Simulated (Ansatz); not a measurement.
# Sn (I4/mmm) in Ansatz: settings compared, part 2 of 2

Ansatz 0.2.0. Earlier steps stand in the parts before.

## 5. Relaxation of cell and atoms, PBE+D3(BJ)

Contents of input.yaml:

```yaml
crystal:
  lattice:
    - [-2.029189411, 2.029189411, 1.6607599896]
    - [2.029189411, -2.029189411, 1.6607599896]
    - [2.029189411, 2.029189411, -1.6607599896]
  atoms:
    - { symbol: Sn, position: [0.0, 0.0, 0.0] }
hamiltonian:
  xc: pbe
  pseudopotentials: { kind: paw }
  dispersion: d3bj
kpoints:
  mp_grid: { grid: [10, 10, 10] }
scf:
  occupations: { method: fermi_dirac, width: 0.05 }
output:
  forces: true
  stress: true
  eigenvalues: true
relax:
  f_tol: 0.01
  max_steps: 40
  cell: { stress_tol: 0.05 }
```

Potentials or basis: Ansatz PAW.

Command:

```sh
> ansatz run input.yaml --threads 2 --pin off --max-ram 5632MiB --backend cpu --events-out ev --progress --plain --runs-dir out
```

Standard output:

```text
Warning: RAYON_NUM_THREADS=2 ignored (pool sized by the plan → 2); use --threads N
Engine: ansatz 0.2.0, aarch64-unknown-linux-gnu
Pseudopotentials: kind: paw
Pseudopotential: Sn, paw, valence charge 14, recommended cutoff 420 eV (normal), Sn.paw.azcp
Functional definition: PBE
  parameter kappa = 0.804
  parameter beta = 0.06672455060314922
  exchange = pbe_x(kappa = kappa, mu = beta*pi^2/3)
  correlation = pbe_c(beta = beta)
Crystal: 1 atoms, lattice volume = 27.353 Å³
Basis set: ecut = 420 eV, 545 PW (Γ), exchange–correlation on 48×48×48 points (8 copies of the dense FFT grid, shifted against one another)
Bands: 11, of which v1, the nominal top of the filled ones, is band 7 counted from 1 (6 counted from 0)
Symmetry: 16 space group operations
Space group: I4/mmm (ITA 139), of the structure as read, at distance tolerance 3.0e-5 Å
k-points: 102 of 1000
Non-local potential: Sn, projectors of the file, l = 0: 2, l = 1: 2, l = 2: 2, l = 3: 2
PAW form: soft (Blöchl's): semilocal exchange-correlation on the pseudo side does not see the compensation charge
PAW one-centre angular grid: Sn, 590 points (default); XC on 64 Gauss nodes
Initial density: superposition of atomic densities (neutral atoms: chi_scale 0, normalization atom), corrected by the library's trained network
Initial wavefunctions: pseudopotential atomic-orbital guess
Functional: x = pbe(κ = 0.804, μ = 0.2195149727645171), c = pbe(β = 0.06672455060314922)
SCF iter   1: F=—  HF=-6024.528204 eV  |F-HF|=—  |Δ(HF+E_count)|=         —  Δρ=6.73e-4  dr2=8.95e-5  ethr=1.77e-3  ⟨swp⟩=5.8  Hψ=6719  notcnv=0
preconditioner: auto → none  [insulator: Δε(μ)=0.141 eV  Ē_g=23.162 eV  σ=0.050 eV  W_gap=0.52  n_scr=4 (ndim 8)  ℏωp=26.6 eV  f_vac=0.000  D(μ)=0.58/eV (n_scr^D=0)  ε∞_Penn≈2.3]
SCF iter   2: F=—  HF=-6024.527809 eV  |F-HF|=—  |Δ(HF+E_count)|=   3.95e-4  Δρ=5.00e-4  dr2=4.67e-5  ethr=6.39e-7  ⟨swp⟩=2.3  Hψ=2633  notcnv=0
SCF iter   3: F=—  HF=-6024.527806 eV  |F-HF|=—  |Δ(HF+E_count)|=   3.29e-6  Δρ=2.24e-4  dr2=8.52e-6  ethr=3.34e-7  ⟨swp⟩=2.8  Hψ=2050  notcnv=0
SCF iter   4: F=—  HF=-6024.527814 eV  |F-HF|=—  |Δ(HF+E_count)|=   7.74e-6  Δρ=6.32e-5  dr2=8.57e-7  ethr=6.08e-8  ⟨swp⟩=2.0  Hψ=1790  notcnv=0
iter 5 did not close the SCF: its close was put off for the readings that it lacked (scf_convergence_deferred on its scf_iter line)
SCF iter   5: F=-6024.527813 eV  HF=-6024.527813 eV  |F-HF|=1.08e-7  |Δ(HF+E_count)|=   5.85e-7  Δρ=1.77e-5  dr2=6.62e-8  ethr=6.12e-9  ⟨swp⟩=2.0  Hψ=1639  notcnv=0
SCF iter   6: F=-6024.527813 eV  HF=-6024.527813 eV  |F-HF|=1.03e-8  |Δ(HF+E_count)|=   4.76e-8  Δρ=5.70e-6  dr2=5.71e-9  ethr=4.73e-10  ⟨swp⟩=2.9  Hψ=4250  notcnv=0
SCF 1 converged in 6 iterations: F = -6024.527813 eV  dr2 = 5.71e-9
relax step   1: F+E_penalty+E_count = -6024.52781289 eV  Δ(F+E_penalty+E_count) = +0.000e0 eV  max|allowed force component| = 0.000e0 eV/Å  Δτ_max = 0.0000 Å  P = -1.380 GPa  Ω = 27.353 Å³  (6 SCF iters, dr2 threshold 1.00e-7 eV, accepted)
Crystal: 1 atoms, lattice volume = 26.521 Å³
Basis set: ecut = 420 eV, 529 PW (Γ), exchange–correlation on 48×48×48 points (8 copies of the dense FFT grid, shifted against one another)
Initial density: handed on by an earlier stage of this run
Initial wavefunctions: those handed on with the density
iter 1 solved again at ethr=5.15e-7 eV; its pass at ethr=3.10e-3 eV (dr2=7.21e-5 eV) is discarded
SCF iter   1: F=—  HF=-6024.532862 eV  |F-HF|=—  |Δ(HF+E_count)|=         —  Δρ=5.65e-4  dr2=7.66e-5  ethr=5.15e-7  ⟨swp⟩=2.0  Hψ=10736  notcnv=0
preconditioner: auto → none  [metal: Δε(μ)=0.073 eV  Ē_g=23.314 eV  σ=0.050 eV  W_gap=0.34  n_scr=4 (ndim 8)  ℏωp=27.0 eV  f_vac=0.000  D(μ)=0.57/eV (n_scr^D=0)]
SCF iter   2: F=—  HF=-6024.532851 eV  |F-HF|=—  |Δ(HF+E_count)|=   1.18e-5  Δρ=2.95e-4  dr2=1.31e-5  ethr=5.15e-7  ⟨swp⟩=2.0  Hψ=1758  notcnv=0
SCF iter   3: F=—  HF=-6024.532853 eV  |F-HF|=—  |Δ(HF+E_count)|=   1.81e-6  Δρ=4.05e-5  dr2=3.78e-7  ethr=9.33e-8  ⟨swp⟩=1.4  Hψ=1269  notcnv=0
SCF iter   4: F=-6024.532853 eV  HF=-6024.532853 eV  |F-HF|=2.67e-9  |Δ(HF+E_count)|=   5.57e-8  Δρ=7.36e-6  dr2=1.25e-8  ethr=7.14e-10  ⟨swp⟩=6.1  Hψ=5803  notcnv=0
SCF 2 converged in 4 iterations: F = -6024.532853 eV  dr2 = 1.25e-8
relax step   2: F+E_penalty+E_count = -6024.53285256 eV  Δ(F+E_penalty+E_count) = -5.040e-3 eV  max|allowed force component| = 0.000e0 eV/Å  Δτ_max = 0.0000 Å  P = +0.017 GPa  Ω = 26.521 Å³  energy of the carried Pulay correction = +1.697e-4 eV  (4 SCF iters, dr2 threshold 1.00e-7 eV, accepted)
iter 1 solved again at ethr=5.24e-9 eV; its pass at ethr=3.10e-3 eV (dr2=7.34e-7 eV) is discarded
SCF iter   1: F=—  HF=-6024.532906 eV  |F-HF|=—  |Δ(HF+E_count)|=         —  Δρ=5.56e-5  dr2=9.26e-7  ethr=5.24e-9  ⟨swp⟩=3.0  Hψ=10255  notcnv=0
preconditioner: auto → none  [metal: Δε(μ)=0.046 eV  Ē_g=23.324 eV  σ=0.050 eV  W_gap=0.22  n_scr=4 (ndim 8)  ℏωp=27.0 eV  f_vac=0.000  D(μ)=0.60/eV (n_scr^D=0)]
SCF iter   2: F=—  HF=-6024.532906 eV  |F-HF|=—  |Δ(HF+E_count)|=   2.51e-7  Δρ=2.59e-5  dr2=1.67e-7  ethr=5.24e-9  ⟨swp⟩=1.0  Hψ=1122  notcnv=0
SCF iter   3: F=-6024.532906 eV  HF=-6024.532906 eV  |F-HF|=7.86e-10  |Δ(HF+E_count)|=   1.83e-8  Δρ=3.14e-6  dr2=1.52e-9  ethr=7.14e-10  ⟨swp⟩=5.1  Hψ=4692  notcnv=0
SCF 3 converged in 3 iterations: F = -6024.532906 eV  dr2 = 1.52e-9
relax step   3: F+E_penalty+E_count = -6024.53290607 eV  Δ(F+E_penalty+E_count) = -5.350e-5 eV  max|allowed force component| = 0.000e0 eV/Å  Δτ_max = 0.0000 Å  P = -0.005 GPa  Ω = 26.521 Å³  energy of the carried Pulay correction = +1.689e-4 eV  (3 SCF iters, dr2 threshold 1.00e-7 eV, accepted)
Initial wavefunctions: pseudopotential atomic-orbital guess (no wavefunctions were taken with the density)
iter 1 solved again at ethr=1.27e-7 eV; its pass at ethr=3.10e-3 eV (dr2=1.78e-5 eV) is discarded
SCF iter   1: F=—  HF=-6024.532729 eV  |F-HF|=—  |Δ(HF+E_count)|=         —  Δρ=3.55e-5  dr2=5.18e-8  ethr=1.27e-7  ⟨swp⟩=2.8  Hψ=9407  notcnv=0
SCF iter   2: F=—  HF=-6024.532730 eV  |F-HF|=—  |Δ(HF+E_count)|=   1.83e-6  Δρ=1.66e-5  dr2=1.09e-8  ethr=3.70e-10  ⟨swp⟩=2.0  Hψ=1838  notcnv=0
SCF iter   3: F=—  HF=-6024.532730 eV  |F-HF|=—  |Δ(HF+E_count)|=   3.37e-8  Δρ=2.87e-6  dr2=3.20e-10  ethr=7.79e-11  ⟨swp⟩=3.0  Hψ=1855  notcnv=0
SCF iter   4: F=—  HF=-6024.532730 eV  |F-HF|=—  |Δ(HF+E_count)|=   1.49e-9  Δρ=4.04e-7  dr2=1.62e-11  ethr=2.28e-12  ⟨swp⟩=2.0  Hψ=1836  notcnv=0
SCF iter   5: F=-6024.532730 eV  HF=-6024.532730 eV  |F-HF|=1.82e-12  |Δ(HF+E_count)|=  1.09e-11  Δρ=1.82e-8  dr2=7.78e-14  ethr=1.00e-12  ⟨swp⟩=5.1  Hψ=3926  notcnv=0
SCF 4 converged in 5 iterations: F = -6024.532730 eV  dr2 = 7.78e-14
relax step   4: F+E_penalty+E_count = -6024.53273037 eV  Δ(F+E_penalty+E_count) = +1.757e-4 eV  max|allowed force component| = 0.000e0 eV/Å  Δτ_max = 0.0000 Å  P = -0.004 GPa  Ω = 26.521 Å³  stress off target by 9.90e-3 GPa  SCF on the basis re-selected at this cell (its energy is not comparable with the rows above)  (5 SCF iters)
basis re-selected at this cell: Δ(F+E_penalty+E_count) = +1.757e-4 eV, ΔP = +0.002 GPa vs the last step (what re-selecting the basis moved, of the pressure what is left beyond the Pulay correction that the steps carried, after the strain that the cell walked since its last selection, with what the two solves' SCF thresholds leave and, on support functions, any second-order correction that the steps lacked; it is no measure of the basis error at this ecutwfc). This SCF's stress stands 9.90e-3 GPa from its target on what of the cell is left free (relax.cell.stress_tol is 5.00e-2 GPa) and its largest allowed force component is 0.00e0 eV/Å (relax.f_tol is 1.00e-2 eV/Å): within both
SCF converged after 5 iterations
Free energy (F): -6024.532730 eV
Harris-Foulkes:  -6024.532730 eV  (|F-HF|=1.82e-12)
Internal energy: -6024.528009 eV  (E = F + TS)
E sigma→0 (E₀):  -6024.530370 eV
Entropy (-TS):   -0.004722 eV (-4.722 meV/atom)
Fermi energy:    11.183014 eV
--- Per-component energies (eV) ---
  E_band       = -76.231812
  E_kinetic    = 186.368912
  E_local      = -809.311390  (includes V_loc(G=0)·N_el)
  E_nonlocal   = -32.629265
  E_hartree    = 514.501311
  E_xc         = -383.046048
  E_vxc        = -96.546383  (∫ρ·V_xc dr)
  E_paw        = -4134.993307  (= ΣΔE_a)
  E_vpaw       = -353.116298  (= ΣTr[D̂ρ^β])
  E_aug_tail   = -0.000000  (compensation charges beyond the density's cutoff)
  E_ewald      = -1365.023197
  E_disp       = -0.395026  (pairwise vdW)
  E_smearing   = -0.004722  (= −TS)
  E_closure    = -0.000000  (closes the sum)
  Σ components = -6024.532730   (vs F -6024.532730, Δ=0.00e0)
--- Forces (eV/Å), atoms counted from 1 ---
  atom   1  Sn     0.00000000     0.00000000    -0.00000000
  max |Σ_I F_I| component: 7.89e-31 eV/Å
--- Stress (GPa, compression-positive) ---
       -0.009899       0.000000      -0.000000
        0.000000      -0.009899       0.000000
       -0.000000       0.000000       0.008951
  P = ⅓ Tr σ = -0.0036 GPa (-0.036 kbar)
--- Band table (eV; the first three rows and the last of 102) ---
  k-point 0: bands = ["-10.3884", "-10.3163", "-10.3163", "-10.2956", "-10.1804", "-0.0634", "18.3312", "18.3312", "20.7118", "21.7977", "23.0227"]
  k-point 1: bands = ["-10.3777", "-10.3190", "-10.3003", "-10.2994", "-10.1849", "0.1321", "16.2178", "18.4636", "20.0734", "22.4435", "22.9573"]
  k-point 2: bands = ["-10.3519", "-10.3261", "-10.3112", "-10.2548", "-10.1965", "0.7183", "13.1178", "18.7805", "18.8946", "22.3173", "22.4372"]
  k-point 101: bands = ["-10.4255", "-10.3607", "-10.1529", "-10.1529", "-10.1169", "8.0667", "9.6577", "9.6577", "13.4720", "14.2819", "17.0757"]
--- Relaxed structure (3 steps of the walk, 3 accepted, 1 SCFs on fresh bases) ---
  F+E_penalty+E_count = -6024.53273037 eV   max|allowed force component| = 0.000e0 eV/Å   (the final SCF, on the basis selected at the relaxed cell)
  cell:  # Å, volume = 26.5212 Å³
    - [-1.9968720249889647, 1.9968720249889647, 1.662770415276253]
    - [1.9968720249889647, -1.9968720249889647, 1.662770415276253]
    - [1.9968720249889647, 1.9968720249889647, -1.662770415276253]
  atoms:
    - { symbol: Sn, position: [0.0, 0.0, 0.0] }
```

Run time: 3.1 s. Hardware: 2 threads of Arm Neoverse V2, shared host; peak memory 0.29 GiB.

What came out:

| Item | Value |
| --- | --- |
| Free energy | -6024.5327 eV |
| Relaxed volume | 26.52 Å³/atom |
| Relaxed cell | a = 3.277 Å, b = 3.277 Å, c = 3.277 Å, α = 104.92°, β = 104.92°, γ = 119.02° |
| Space group after relaxing (to 0.05 Å) | I4/mmm (No. 139) |
| Energy gained by relaxing | 4.9 meV/atom |
| Ionic steps | 4 |
| Pressure after relaxing | 0.0 GPa |
| Band gap on the k mesh | none (metal or under the smearing width) |

The path:
```csv
step,energy change (eV),largest force (eV/Å),volume (Å³)
1,0.0000,0.0000,27.35
2,-0.0050,0.0000,26.52
3,-0.0051,0.0000,26.52
4,-0.0049,0.0000,26.52
```

Final structure:
```
Sn
1.0
    -1.99687    1.99687    1.66277
     1.99687   -1.99687    1.66277
     1.99687    1.99687   -1.66277
Sn
1
Direct
  0.00000 0.00000 0.00000
```

Caveat: the plane-wave basis is chosen anew once the cell has moved, so the energies of steps on either side of that aren't comparable; pairwise dispersion overbinds metals, which lowers pressure and volume.

## 6. Relaxation of cell and atoms, PBE+D4

Edit input.yaml of step 5 so:

```diff
@@ -10,3 +10,3 @@
   pseudopotentials: { kind: paw }
-  dispersion: d3bj
+  dispersion: d4
 kpoints:
```

Potentials or basis: Ansatz PAW.

Command:

```sh
> ansatz run input.yaml --threads 2 --pin off --max-ram 5632MiB --backend cpu --events-out ev --progress --plain --runs-dir out
```

Wall time 3.2 s (2 threads of Arm Neoverse V2, shared host); peak memory 0.28 GiB.

Results (log left out):

| Property | Result |
| --- | --- |
| Free energy | -6024.5696 eV |
| Relaxed volume | 26.50 Å³/atom |
| Relaxed cell | a = 3.276 Å, b = 3.276 Å, c = 3.276 Å, α = 104.92°, β = 104.92°, γ = 119.01° |
| Space group after relaxing (to 0.05 Å) | I4/mmm (No. 139) |
| Energy gained by relaxing | 5.2 meV/atom |
| Ionic steps | 4 |
| Pressure after relaxing | 0.0 GPa |
| Band gap on the k mesh | none (metal or under the smearing width) |

Step by step:
| step | energy change (eV) | largest force (eV/Å) | volume (Å³) |
| --- | --- | --- | --- |
| 1 | 0.0000 | 0.0000 | 27.35 |
| 2 | -0.0053 | 0.0000 | 26.49 |
| 3 | -0.0054 | 0.0000 | 26.50 |
| 4 | -0.0052 | 0.0000 | 26.50 |

Final structure:
```
Sn
1.0
    -1.99612    1.99612    1.66245
     1.99612   -1.99612    1.66245
     1.99612    1.99612   -1.66245
Sn
1
Direct
  0.00000 0.00000 0.00000
```

Levels at points of the mesh, in eV from the Fermi level:
| k point | band 4 | band 5 | band 6 | band 7 | band 8 | band 9 | band 10 | band 11 |
| --- | --- | --- | --- | --- | --- | --- | --- | --- |
| (0.00, 0.00, 0.00) | -21.48 | -21.36 | -11.25 | 7.16 | 7.16 | 9.54 | 10.62 | 11.85 |
| (0.00, 0.00, -0.50) | -21.41 | -21.32 | -7.24 | -4.81 | 5.75 | 7.81 | 10.37 | 10.81 |
| (0.00, -0.50, 0.00) | -21.34 | -21.31 | -5.82 | -4.32 | 3.20 | 4.53 | 7.41 | 7.53 |
| (-0.50, -0.50, -0.50) | -21.34 | -21.30 | -3.11 | -1.53 | -1.53 | 2.29 | 3.10 | 5.89 |

Caveat: the plane-wave basis is chosen anew once the cell has moved, so the energies of steps on either side of that aren't comparable; pairwise dispersion overbinds metals, which lowers pressure and volume.

## 7. Summary

| task | level | cell | smearing | gap on the mesh (eV) | pressure (GPa) | relaxed volume (Å³/atom) |
| --- | --- | --- | --- | --- | --- | --- |
| single point | PBE | as given | gaussian 0.012 eV | none | 0.8 | - |
| single point | PBE | as given | gaussian 0.025 eV | none | 0.8 | - |
| single point | PBE | as given | gaussian 0.026 eV | none | 0.8 | - |
| relaxation of cell and atoms | PBE+D3(BJ) | relaxed | fermi-dirac 0.05 eV | none | 0.0 | 26.52 |
| relaxation of cell and atoms | PBE+D4 | relaxed | fermi-dirac 0.05 eV | none | 0.0 | 26.50 |

Alike in all rows: potentials or basis Ansatz PAW; no spin polarisation; k mesh 10 × 10 × 10; cutoff (eV) 420.

Every run on the cell as given and a fine mesh finds a metal.

Caveats: the plane-wave basis is chosen anew once the cell has moved, so the energies of steps on either side of that aren't comparable (some runs); pairwise dispersion overbinds metals, which lowers pressure and volume (some runs).

Absolute energies hang on the potentials; compare differences alone.
